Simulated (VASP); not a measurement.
# BaS: G0W0 on PBE, by volume over the given one and cell

BaS, Fm-3m (no. 225), 2 atoms in the cell. PBE, GW; PAW potentials Ba_sv_GW, S_GW (PBE set).

| Volume over the given one | Cell | Quasiparticle gap on the mesh (eV) | Gap of the starting point on the mesh (eV) | Quasiparticle gap at the zone centre (eV) | Starting gap at the zone centre (eV) | Correction of the gap between the band edges on the mesh (eV) | Time (s) |
|---|---|---|---|---|---|---|---|
| 0.94 | scale = 0.94 | 3.29 | 2.10 | 5.19 | 3.98 | 1.20 | 52 |
| 0.97 | scale = 0.97 | 3.37 | 2.15 | 5.03 | 3.84 | 1.22 | 52 |
| 1 | as given | 3.44 | 2.20 | 4.88 | 3.69 | 1.23 | 55 |
| 1.03 | scale = 1.03 | 3.49 | 2.24 | 4.74 | 3.54 | 1.25 | 57 |

Limits: the mesh is coarse: the screening isn't converged, and the gap may still move by about 0.1 eV.

## Input of the first row

INCAR.step1:
```
ALGO     = Normal         # electronic algorithm
EDIFF    = 1E-8           # SCF threshold, eV
ENCUT    = 300            # plane-wave cutoff, eV
GGA      = PE             # functional
ISMEAR   = 0              # smearing method
KPAR     = 4            
LASPH    = T              # aspherical terms in the spheres
LCHARG   = F              # write CHGCAR
LREAL    = F              # projectors in reciprocal space
LWAVE    = T              # write WAVECAR
NELM     = 150            # most SCF steps
PREC     = Accurate       # precision mode
SIGMA    = 0.05           # smearing width, eV
```

INCAR.step2, as INCAR.step1 but for:
```
- ALGO = Normal
- NELM = 150
+ ALGO = Exact
+ ISTART = 1
+ LOPTICS = T
+ NBANDS = 212
+ NELM = 1
```

INCAR.step3, as INCAR.step2 but for:
```
- ALGO = Exact
- EDIFF = 1E-8
- LOPTICS = T
- LWAVE = T
- NELM = 1
+ ALGO = EVGW0
+ ENCUTGW = 130
+ LWAVE = F
+ NBANDSGW = 12
+ NELMGW = 1
+ NOMEGA = 48
+ PRECFOCK = Fast
```

KPOINTS:
```
k-points
0
Gamma
  4 4 4
```

POSCAR:
```
BaS
1.0
    0.0000000000      3.1285531347      3.1285531347
    3.1285531347      0.0000000000      3.1285531347
    3.1285531347      3.1285531347      0.0000000000
Ba S
1 1
Direct
    0.0000000000      0.0000000000      0.0000000000
    0.5000000000      0.5000000000      0.5000000000
```

Commands (each step's output is kept before the next begins):
```
cat potpaw_PBE.64/Ba_sv_GW/POTCAR potpaw_PBE.64/S_GW/POTCAR > POTCAR
cp INCAR.step1 INCAR
mpirun -np 4 vasp_std > vasp.out
cp INCAR.step2 INCAR
mpirun -np 4 vasp_std > vasp.out
cp INCAR.step3 INCAR
mpirun -np 4 vasp_std > vasp.out
```

VASP 6.6.1 took 52 s on 4 cores (AMD EPYC 7R13 (Zen 3)), a shared host.
